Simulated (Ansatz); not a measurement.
Here is an Ansatz 0.2.0 calculation.

Contents of input.yaml:

```yaml
crystal:
  lattice:
    - [0.0, 2.0859016414, 2.0859016414]
    - [2.0859016414, 0.0, 2.0859016414]
    - [2.0859016414, 2.0859016414, 0.0]
  atoms:
    - { symbol: Ni, position: [0.0, 0.0, 0.0], spin: 1.0 }
    - { symbol: O, position: [0.5, 0.5, 0.5] }
hamiltonian:
  xc: pbe
  pseudopotentials: { kind: paw, source: ansatz }
magnetization:
  spin_polarized: true
kpoints:
  mp_grid: { grid: [11, 11, 11] }
  band_path:
    path:
      - [[0.0, 0.0, 0.0], [0.5, 0.0, 0.5], [0.5, 0.25, 0.75], [0.375, 0.375, 0.75], [0.0, 0.0, 0.0], [0.5, 0.5, 0.5], [0.625, 0.25, 0.625], [0.5, 0.25, 0.75], [0.5, 0.5, 0.5], [0.375, 0.375, 0.75]]
      - [[0.625, 0.25, 0.625], [0.5, 0.0, 0.5]]
    npoints: 14
scf:
  occupations: { method: fermi_dirac, width: 0.05 }
  n_extra_bands: 6
output:
  forces: true
  stress: true
  eigenvalues: true
  fatbands: false
  write_density: true
  write_potential: true
  elf: true
  volumetric_format: npy
```

Potentials or basis: Ansatz PAW earlier set.

Command:

```sh
$ ansatz run input.yaml --threads 2 --pin off --max-ram 5632MiB --backend cpu --events-out ev --progress --plain --runs-dir out
```

Question: Estimate the site moments.

Answer: Ni +1.42; O +0.28 μB.

Question: Estimate the pressure.

Answer: 6.0 GPa.

Question: Predict the net moment.

Answer: 1.75 μB per cell.

Levels at the corners of the path, in eV from the Fermi level:
Spin up:
```
point  band 10  band 11  band 12  band 13  band 14  band 15  band 16  band 17
    Γ    -3.05    -2.66    -2.66    -2.66     1.49    17.75    18.82    18.82
    X    -2.82    -2.26    -1.64    -1.64     6.08    10.53    12.17    16.56
    W    -1.91    -1.91    -1.64    -1.27     8.43    10.63    10.63    13.37
    K    -1.87    -1.77    -1.53    -1.19     7.73    10.26    10.47    15.77
    Γ    -3.05    -2.66    -2.66    -2.66     1.49    17.75    18.82    18.82
    L    -1.96    -1.42     0.28     0.28     5.53     9.94    13.95    13.95
    U    -1.87    -1.77    -1.53    -1.19     7.73    10.26    10.47    15.77
    W    -1.91    -1.91    -1.64    -1.27     8.43    10.63    10.63    13.37
    L    -1.96    -1.42     0.28     0.28     5.53     9.94    13.95    13.95
    K    -1.87    -1.77    -1.53    -1.19     7.73    10.26    10.47    15.77
    U    -1.87    -1.77    -1.53    -1.19     7.73    10.26    10.47    15.77
    X    -2.82    -2.26    -1.64    -1.64     6.08    10.53    12.17    16.56
```
Spin down:
```csv
point,band 8,band 9,band 10,band 11,band 12,band 13,band 14,band 15
Γ,-2.56,-1.86,-1.86,-1.86,-0.57,-0.57,1.84,17.69
X,-3.91,-2.86,-0.75,-0.75,-0.13,0.41,6.53,10.89
W,-5.23,-1.09,-1.09,-0.75,0.28,1.02,8.97,10.95
K,-4.46,-1.66,-0.89,-0.66,0.54,1.04,8.18,10.60
Γ,-2.56,-1.86,-1.86,-1.86,-0.57,-0.57,1.84,17.69
L,-4.86,-0.95,-0.95,-0.58,2.26,2.26,5.71,10.46
U,-4.46,-1.66,-0.89,-0.66,0.54,1.04,8.18,10.60
W,-5.23,-1.09,-1.09,-0.75,0.28,1.02,8.97,10.95
L,-4.86,-0.95,-0.95,-0.58,2.26,2.26,5.71,10.46
K,-4.46,-1.66,-0.89,-0.66,0.54,1.04,8.18,10.60
U,-4.46,-1.66,-0.89,-0.66,0.54,1.04,8.18,10.60
X,-3.91,-2.86,-0.75,-0.75,-0.13,0.41,6.53,10.89
```

Caveat: a cell with one magnetic atom can't hold antiferromagnetic order, which such compounds often take; semilocal functionals often make such compounds metallic where correlation or magnetic order opens a gap, which also shifts bond lengths.

The gap isn't set beside the measured one, since this odd mesh misses points on the zone boundary.
